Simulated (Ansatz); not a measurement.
The system is ScAl3.

```
CELL_PARAMETERS angstrom
4.08781 0.00000 0.00000
0.00000 4.08781 0.00000
0.00000 0.00000 4.08781
ATOMIC_POSITIONS crystal
Sc 0.00000 0.00000 0.00000
Al 0.50000 0.50000 0.00000
Al 0.00000 0.50000 0.50000
Al 0.50000 0.00000 0.50000
```

The cell is a database's computed one.

| Item | Value |
| --- | --- |
| Program | Ansatz 0.2.0 |
| Task | relaxation of cell and atoms |
| Functional | RPBE |
| Potentials or basis | Ansatz PAW |
| Cutoff | 420 eV (not typed: the program's choice for these potentials) |
| k mesh | 7 × 7 × 7 |
| Occupations | fermi-dirac, width 0.05 eV |
| Spin | no spin polarisation |

At the start: volume 17.08 Å³/atom.

Problem. How do energy, volume and symmetry change on relaxing?

Solution. It ends after 5 steps and the volume is 17.70 Å³/atom (+3.6 %); space group Pm-3m (No. 221, to 0.05 Å).

The path:
| step | energy change (eV) | largest force (eV/Å) | volume (Å³) |
| --- | --- | --- | --- |
| 1 | 0.0000 | 0.0000 | 68.31 |
| 2 | -0.0110 | 0.0000 | 72.58 |
| 3 | -0.0230 | 0.0000 | 70.88 |
| 4 | -0.0231 | 0.0000 | 70.79 |
| 5 | -0.0243 | 0.0000 | 70.79 |

Final structure:
```cif
data_structure
_symmetry_space_group_name_H-M 'P 1'
_symmetry_Int_Tables_number 1
_cell_length_a 4.1367
_cell_length_b 4.1367
_cell_length_c 4.1367
_cell_angle_alpha 90.000
_cell_angle_beta 90.000
_cell_angle_gamma 90.000
_cell_volume 70.79
loop_
_atom_site_label
_atom_site_type_symbol
_atom_site_fract_x
_atom_site_fract_y
_atom_site_fract_z
_atom_site_occupancy
Sc1 Sc 0.00000 0.00000 0.00000 1
Al1 Al 0.50000 0.50000 0.00000 1
Al2 Al 0.00000 0.50000 0.50000 1
Al3 Al 0.50000 0.00000 0.50000 1
```

Caveat: the plane-wave basis is chosen anew once the cell has moved, so the energies of steps on either side of that aren't comparable; the PAW data sets come from PBE, with cores solved anew for the run's functional, which leaves a small shift of forces and pressure.
